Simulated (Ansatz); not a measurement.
# LiCl: the cost of one run

Method: DFT PBE, scalar-relativistic, plane waves, PAW, in Ansatz 0.2.0.

## Step 1: The starting structure

It takes space group Pbam (No. 55, orthorhombic). The conventional cell has a = 6.443 Å, b = 10.630 Å, c = 3.659 Å, α = 90.00°, β = 90.00°, γ = 90.00°. Li (site symmetry m) is surrounded by 4 Cl at 2.32 to 2.44 Å. Around Li (site symmetry 2/m) lie 4 Cl at 2.49 Å. Around Cl (site symmetry m) lie 4 Li at 2.32 to 2.49 Å. Cl (site symmetry 2/m) has 4 Li at 2.44 Å as nearest neighbours.

Coordinates:

```
Li Cl
1.0
     6.44312    0.00000    0.00000
     0.00000   10.63029    0.00000
     0.00000    0.00000    3.65920
Li Cl
6 6
Direct
  0.58522 0.64308 0.50000
  0.41478 0.35692 0.50000
  0.00000 0.50000 0.00000
  0.08522 0.85692 0.50000
  0.91478 0.14308 0.50000
  0.50000 0.00000 0.00000
  0.05170 0.34481 0.50000
  0.94830 0.65519 0.50000
  0.50000 0.50000 0.00000
  0.55170 0.15519 0.50000
  0.44830 0.84481 0.50000
  0.00000 0.00000 0.00000
```

The start is the relaxed end of an invented cell (made as: 4-connected net, two elements alternating (Pbam, No. 55)), taken up again for a closer look.

## Step 2: The guess as it stands, on a coarse mesh

input.yaml reads:

```yaml
crystal:
  lattice:
    - [6.443123, 0.0, 0.0]
    - [0.0, 10.630287, 0.0]
    - [0.0, 0.0, 3.659198]
  atoms:
    - { symbol: Li, position: [0.585223, 0.643079, 0.5] }
    - { symbol: Li, position: [0.414777, 0.356921, 0.5] }
    - { symbol: Li, position: [0.0, 0.5, 0.0] }
    - { symbol: Li, position: [0.085223, 0.856921, 0.5] }
    - { symbol: Li, position: [0.914777, 0.143079, 0.5] }
    - { symbol: Li, position: [0.5, 0.0, 0.0] }
    - { symbol: Cl, position: [0.051703, 0.344812, 0.5] }
    - { symbol: Cl, position: [0.948297, 0.655188, 0.5] }
    - { symbol: Cl, position: [0.5, 0.5, 0.0] }
    - { symbol: Cl, position: [0.551703, 0.155188, 0.5] }
    - { symbol: Cl, position: [0.448297, 0.844812, 0.5] }
    - { symbol: Cl, position: [0.0, 0.0, 0.0] }
basis:
  ecutwfc: 420
kpoints:
  mp_grid: { grid: [4, 2, 6] }
hamiltonian:
  xc: pbe
scf:
  occupations: { method: gaussian, width: 0.1 }
  lower_state_search: "off"
output:
  forces: true
  stress: true
  eigenvalues: true
```

The run is started by

```console
$ ansatz run input.yaml --threads 4 --pin off --max-ram 8192MiB --backend cpu --events-out ev --progress --plain --runs-dir out
```

What time and memory should one allow on 4 threads of Arm Neoverse V2, shared host?

About 3.3 s, with a peak of 0.68 GiB.
